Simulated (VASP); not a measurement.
Write the native input for VASP 6.6.1 that does the following.

```yaml
Task: relaxation of cell and atoms
Functional: PBE
Potentials_or_basis: VASP PAW PBE potentials, release 64 (Se)
Cutoff: 600 eV
k_mesh: 15 × 15 × 13
Occupations: gaussian, width 0.03 eV
Spin: no spin polarisation
Target_pressure: 125 GPa
Further_INCAR_settings: ALGO = Normal; EDIFF = 1e-06; IBRION = 2; EDIFFG = -0.01; NSW = 90; ISIF = 3
Target_pressure: 125 GPa
```

The structure of Se lies in POSCAR:

```
Se
1.0
    1.9250000000      1.1113992682      0.8816666667
   -1.9250000000      1.1113992682      0.8816666667
    0.0000000000     -2.2227985364      0.8816666667
Se
1
Direct
    0.0000000000      0.0000000000      0.0000000000
```

This isn't the form of Se at room conditions, which is trigonal, of chains.

One way to write it, as run:

INCAR

```
PREC = Accurate
ENCUT = 600
EDIFF = 1E-6
ISMEAR = 0
SIGMA = 0.03
LREAL = False
LASPH = True
NELM = 80
ALGO = Normal
ISIF = 3
LWAVE = False
LCHARG = False
GGA = PE
IBRION = 2
NSW = 90
EDIFFG = -0.01
PSTRESS = 1250.0
```

KPOINTS

```
Automatic mesh
0
Gamma
  15 15 13
```

Potentials or basis: VASP PAW PBE potentials, release 64 (Se).

Run with:

```bash
$ cat potpaw_PBE.64/Se/POTCAR > POTCAR
$ mpirun -np 1 vasp_std > vasp.out
```

Results of the run:

```yaml
Relaxed_volume: 12.00 Å³/atom
Relaxed_cell: a = 2.503 Å, b = 2.503 Å, c = 2.503 Å, α = 109.63°, β = 109.63°, γ = 109.63°
Space_group_after_relaxing_to_0.05_Å: Im-3m (No. 229)
Energy_change_on_relaxing_the_enthalpy_is_what_falls: -626.7 meV/atom
Ionic_steps: 23
Pressure_after_relaxing: 125.0 GPa
Band_gap_on_the_k_mesh: none (metal or under the smearing width)
```

Caveat: the cell is relaxed towards a set pressure, so the enthalpy falls and the energy may rise.

Run time: 5.4 min on 1 thread of AMD EPYC 9R45 96-Core Processor (Zen 5), on a shared host, peak memory 0.17 GiB.
